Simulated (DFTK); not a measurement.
GaAs in DFTK: convergence with cutoff

The system is GaAs.

```xyz
2
Lattice="3.9978 0.0000 0.0000 1.9989 3.4622 0.0000 1.9989 1.1541 3.2642" Properties=species:S:1:pos:R:3 pbc="T T T"
As    5.9967    3.4622    2.4481
Ga    0.0000    0.0000    0.0000
```

```yaml
Program: DFTK 0.8.2
Task: convergence study
Functional: LDA
Potentials_or_basis: dojo.nc.sr.lda.v0_4_1.standard.upf (LDA)
Cutoff: 381 eV
k_mesh: 4 × 4 × 4
Occupations: gaussian, width 0.02 eV
Spin: no spin polarisation
```

These are the settings of the first run; the series varies cutoff, with any setting tied to it.

Hardware: 1 thread of Intel(R) Xeon(R) Platinum 8259CL CPU @ 2.50GHz (Skylake/Cascade Lake), on a shared host.

```
    cutoff  energy less the tightest run, at zero smearing (meV/atom)  pressure (GPa)  gap on the mesh (eV)  SCF cycles
380.959 eV                                                  194980.78        -2531.24                 0.000          11
489.805 eV                                                   81960.89        -1698.96                 0.000           9
 598.65 eV                                                   27456.03         -875.92                 0.000          12
761.919 eV                                                    3066.86         -177.10                 0.223           9
925.187 eV                                                     131.82          -15.18                 0.259          11
1088.45 eV                                                       1.43           -1.89                 0.260          11
1306.15 eV                                                       0.41           -1.75                 0.260          11
1578.26 eV                                                       0.00           -1.76                 0.260          12
```

Against the tightest run, the energy stays within 1 meV/atom from 1306.15 eV on; the pressure stays within 0.1 GPa from 1306.15 eV on; the gap on the mesh stays within 0.01 eV from 925.187 eV on. The tightest run that finished is the yardstick and may itself not be fully converged.

Caveat, for the tightest run too: the k mesh is coarse (spacing up to 0.48 Å⁻¹), so the values aren't converged.
